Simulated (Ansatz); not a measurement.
AgI: from a first guess to the relaxed wurtzite type

First guess:

```xyz
4
Lattice="4.5559 0.0000 0.0000 -2.2779 3.9455 0.0000 0.0000 0.0000 7.4260" Properties=species:S:1:pos:R:3 pbc="T T T"
Ag    0.0000    2.6303    0.0000
Ag    2.2779    1.3152    3.7130
I     0.0000    2.6303    2.7922
I     2.2779    1.3152    6.5052
```

Method: DFT, PBE, PAW with Ansatz's default frozen-core files, scalar-relativistic in Ansatz 0.2.0.

Cell and atoms relax within the symmetry of the start on a 10×10×6 k mesh with 0.05 eV Fermi–Dirac smearing.

The start is built from a prototype, known or not as a phase of this compound; the cutoff is 420 eV.

Spin–orbit coupling is left out, though it moves levels of the heavy atoms by tenths of an eV or more.

Problem. What is the pressure of the first guess?

Solution. 2.85 GPa.

Problem. What does it relax to?

Solution. a = 4.686 Å, b = 4.686 Å, c = 7.666 Å, α = 90.00°, β = 90.00°, γ = 120.00° (conventional cell), 36.44 Å³ per atom:
```cif
data_structure
_symmetry_space_group_name_H-M 'P6_3mc'
_symmetry_Int_Tables_number 186
_cell_length_a 4.6857
_cell_length_b 4.6857
_cell_length_c 7.6665
_cell_angle_alpha 90.000
_cell_angle_beta 90.000
_cell_angle_gamma 120.000
_cell_volume 145.77
loop_
_atom_site_label
_atom_site_type_symbol
_atom_site_symmetry_multiplicity
_atom_site_Wyckoff_symbol
_atom_site_fract_x
_atom_site_fract_y
_atom_site_fract_z
_atom_site_occupancy
Ag1 Ag 2 b 0.33333 0.66667 0.00060 1
I1 I 2 b 0.33333 0.66667 0.37540 1
```

Problem. How much energy does the relaxation release?

Solution. 25 meV/atom.
